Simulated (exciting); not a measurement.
# TiB2 (P6/mmm) in exciting: single point with PBE

Aim: the single point of TiB2 with PBE.

Program: exciting (release sodium). These are calculated values, not measurements. Logs are shortened: lines on timing, memory, paths and dates and some standing lists are left out, and cuts for length are marked.

### Step 1. The structure

The structure is hexagonal, space group P6/mmm (No. 191). Conventional cell: a = 3.029 Å, b = 3.029 Å, c = 3.228 Å, α = 90.00°, β = 90.00°, γ = 120.00°. Around Ti (site symmetry 6/mmm) lie 12 B at 2.38 Å. B (site symmetry -6m2) has 3 B at 1.75 Å as nearest neighbours.

### Step 2. Single point, PBE

The input, input.xml:

```xml
<input>
  <title>TiB2</title>
  <structure speciespath="./" tshift="false">
    <crystal scale="1">
      <basevect>5.724358376716 0.000000000000 0.000000000000</basevect>
      <basevect>-2.862179188358 4.957439774520 0.000000000000</basevect>
      <basevect>0.000000000000 0.000000000000 6.100791820742</basevect>
    </crystal>
    <species speciesfile="Ti.xml" rmt="2">
      <atom coord="0.000000000000 0.000000000000 0.000000000000"/>
    </species>
    <species speciesfile="B.xml" rmt="1.45">
      <atom coord="0.666666666700 0.333333333300 0.500000000000"/>
      <atom coord="0.333333333300 0.666666666700 0.500000000000"/>
    </species>
  </structure>
  <groundstate do="fromscratch" ngridk="10 10 8" rgkmax="7" gmaxvr="14" lmaxapw="10" lmaxmat="10" lmaxvr="8" xctype="GGA_PBE" stype="Gaussian" swidth="0.00040424" nempty="16" ValenceRelativity="iora*" epsengy="1e-05" epspot="1e-05" maxscl="60" tforce="true" outputlevel="low"/>
</input>
```

Potentials or basis: all-electron LAPW+lo, shipped species files, valence relativity iora*.

Launch:

```bash
OMP_NUM_THREADS=1 exciting_smp
```

INFO.OUT:

```text
================================================================================
EXCITING SODIUM started
All units are atomic (Hartree, Bohr, etc.)
================================================================================

********************************************************************************
* Ground-state run starting from atomic densities                              *
********************************************************************************

++++++++++++++++++++++++++++++++++++++++++++++++++++++++++++++++++++++++++++++++
+ Starting initialization                                                      +
++++++++++++++++++++++++++++++++++++++++++++++++++++++++++++++++++++++++++++++++

 Lattice vectors (cartesian) :
      5.7243583767      0.0000000000      0.0000000000
     -2.8621791884      4.9574397745      0.0000000000
      0.0000000000      0.0000000000      6.1007918207

 Reciprocal lattice vectors (cartesian) :
      1.0976226319      0.6337127220     -0.0000000000
      0.0000000000      1.2674254440      0.0000000000
      0.0000000000     -0.0000000000      1.0298966908

 Unit cell volume                           :     173.1292580093
 Brillouin zone volume                      :       1.4327457779

 Species :    1 (Ti)
     parameters loaded from                 :    Ti.xml
     name                                   :    titanium

     atomic positions (lattice) :
       1 :   0.00000000  0.00000000  0.00000000

 Species :    2 (B)
     parameters loaded from                 :    B.xml
     name                                   :    boron

     atomic positions (lattice) :
       1 :   0.66666667  0.33333333  0.50000000
       2 :   0.33333333  0.66666667  0.50000000

 Total number of atoms per unit cell        :       3

 Spin treatment                             :    spin-unpolarised

 Number of Bravais lattice symmetries       :      24
 Number of crystal symmetries               :      24

 k-point grid                               :      10   10    8
 Total number of k-points                   :      70
 k-point set is reduced with crystal symmetries

 R^MT_min * |G+k|_max (rgkmax)              :       7.00000000

 G-vector grid sizes                        :      27    27    30
 Total number of G-vectors                  :    8001

 Total nuclear charge                       :     -32.00000000
 Total electronic charge                    :      32.00000000

 Number of empty states                     :      16
 Total number of valence states             :      26

 Exchange-correlation type                  :      20
     Perdew-Burke-Ernzerhof, Phys. Rev. Lett. 77, 3865 (1996)
     Generalised gradient approximation (GGA)

 Smearing scheme                            :    Gaussian
 Smearing width                             :       0.00040424

++++++++++++++++++++++++++++++++++++++++++++++++++++++++++++++++++++++++++++++++
+ Ending initialization                                                        +
++++++++++++++++++++++++++++++++++++++++++++++++++++++++++++++++++++++++++++++++

********************************************************************************
* Groundstate module started                                                   *
********************************************************************************
 Output level for this task is set to low

++++++++++++++++++++++++++++++++++++++++++++++++++++++++++++++++++++++++++++++++
+ Self-consistent loop started                                                 +
++++++++++++++++++++++++++++++++++++++++++++++++++++++++++++++++++++++++++++++++
 Density and potential initialised from atomic data

++++++++++++++++++++++++++++++++++++++++++++++++++++++++++++++++++++++++++++++++
+ SCF iteration number :    1                                                  +
++++++++++++++++++++++++++++++++++++++++++++++++++++++++++++++++++++++++++++++++
 Total energy                               :      -897.25452060
 _______________________________________________________________
 Fermi energy                               :         0.46589500
 DOS at Fermi energy (states/Ha/cell)       :        79.41183342
 Electron charge: Core leakage              :         0.00151823

++++++++++++++++++++++++++++++++++++++++++++++++++++++++++++++++++++++++++++++++
+ SCF iteration number :    2                                                  +
++++++++++++++++++++++++++++++++++++++++++++++++++++++++++++++++++++++++++++++++
 Total energy                               :      -903.45135884
 _______________________________________________________________
 Fermi energy                               :         0.43526785
 DOS at Fermi energy (states/Ha/cell)       :        84.71916476
 Electron charge: Core leakage              :         0.00154171
[... 113 lines left out ...]
 RMS change in effective potential (target) :  0.206023      ( 0.100000E-04)
 Absolute change in total energy   (target) :  0.613568E-01  ( 0.100000E-04)
 Charge distance                   (target) :  0.911949E-03  ( 0.100000E-04)
 Abs. change in max-nonIBS-force   (target) :   0.00000      ( 0.500000E-04)

++++++++++++++++++++++++++++++++++++++++++++++++++++++++++++++++++++++++++++++++
[... 7 further cycles ...]
+ SCF iteration number :   18                                                  +
++++++++++++++++++++++++++++++++++++++++++++++++++++++++++++++++++++++++++++++++
 Total energy                               :      -903.64006089
 _______________________________________________________________
 Fermi energy                               :         0.43784776
 DOS at Fermi energy (states/Ha/cell)       :        78.80087608
 Electron charge: Core leakage              :         0.00153777

 RMS change in effective potential (target) :  0.419423E-02  ( 0.100000E-04)
 Absolute change in total energy   (target) :  0.141191E-01  ( 0.100000E-04)
 Charge distance                   (target) :  0.627986E-04  ( 0.100000E-04)
 Abs. change in max-nonIBS-force   (target) :   0.00000      ( 0.500000E-04)
[... 122 lines left out ...]
 RMS change in effective potential (target) :  0.115733E-05  ( 0.100000E-04)
 Absolute change in total energy   (target) :  0.778974E-05  ( 0.100000E-04)
 Charge distance                   (target) :  0.539991E-07  ( 0.100000E-04)
 Abs. change in max-nonIBS-force   (target) :   0.00000      ( 0.500000E-04)

++++++++++++++++++++++++++++++++++++++++++++++++++++++++++++++++++++++++++++++++
| Convergency criteria checked for the last 2 iterations                       +
| Convergence targets achieved. Performing final SCF iteration                 +
++++++++++++++++++++++++++++++++++++++++++++++++++++++++++++++++++++++++++++++++
 Total energy                               :      -903.63444890
 _______________________________________________________________
 Fermi energy                               :         0.43787338
 DOS at Fermi energy (states/Ha/cell)       :        78.57336519
 Electron charge: Core leakage              :         0.00153775

++++++++++++++++++++++++++++++++++++++++++++++++++++++++++++++++++++++++++++++++
+ Self-consistent loop stopped                                                 +
++++++++++++++++++++++++++++++++++++++++++++++++++++++++++++++++++++++++++++++++
 STATE.OUT is written

--------------------------------------------------------------------------------
- Writing atomic positions and forces                                          -
--------------------------------------------------------------------------------

 Atomic positions (lattice) :
 atom     1  Ti  :     0.00000000    0.00000000    0.00000000
 atom     2   B  :     0.66666667    0.33333333    0.50000000
 atom     3   B  :     0.33333333    0.66666667    0.50000000

 Total atomic forces including IBS (cartesian) :
 atom     1  Ti  :    -0.00000000   -0.00000000    0.00000000
 atom     2   B  :     0.00000000    0.00000000    0.00000000
 atom     3   B  :    -0.00000000    0.00000000    0.00000000

 Atomic force components including IBS (cartesian) :
 atom     1  Ti  :    -0.00000000   -0.00000000    0.00000000   HF force
                 :     0.00000000    0.00000000    0.00000000   core correction
                 :     0.00000000    0.00000000    0.00000000   IBS correction
 atom     2   B  :     0.00000000   -0.00000000    0.00000000   HF force
                 :    -0.00000000   -0.00000000   -0.00000000   core correction
                 :     0.00000000   -0.00000000    0.00000000   IBS correction
 atom     3   B  :    -0.00000000    0.00000000    0.00000000   HF force
                 :     0.00000000    0.00000000   -0.00000000   core correction
                 :    -0.00000000    0.00000000    0.00000000   IBS correction

********************************************************************************
* Groundstate module stopped                                                   *
********************************************************************************

--------------------------------------------------------------------------------
- CAUTION! Warnings have been written in file WARNING.OUT !                    -
--------------------------------------------------------------------------------
================================================================================
| EXCITING SODIUM stopped                                                      =
================================================================================
```

Run time: 5.6 min. Hardware: 1 thread of Arm Neoverse V2, shared host; peak memory 0.15 GiB.

What came out:

* Free energy: -24589.1462 eV
* Band gap on the k mesh: none (metal or under the smearing width)

Levels at points of the mesh, in eV from the Fermi level:
```tsv
k point	band 5	band 6	band 7	band 8	band 9	band 10	band 11	band 12	band 13	band 14
(0.00, 0.00, 0.00)	-13.45	-2.55	-2.55	-2.27	-2.05	1.96	1.96	3.71	3.71	5.84
(0.50, 0.00, 0.00)	-9.31	-9.18	-3.21	-3.17	-2.21	1.40	2.80	3.28	3.42	7.50
(0.00, 0.00, 0.50)	-11.53	-7.55	-0.49	-0.49	-0.11	-0.11	0.49	0.49	1.70	6.62
(0.50, 0.00, 0.50)	-9.69	-7.49	-4.58	-3.77	-3.09	2.55	2.98	4.53	4.65	5.43
```
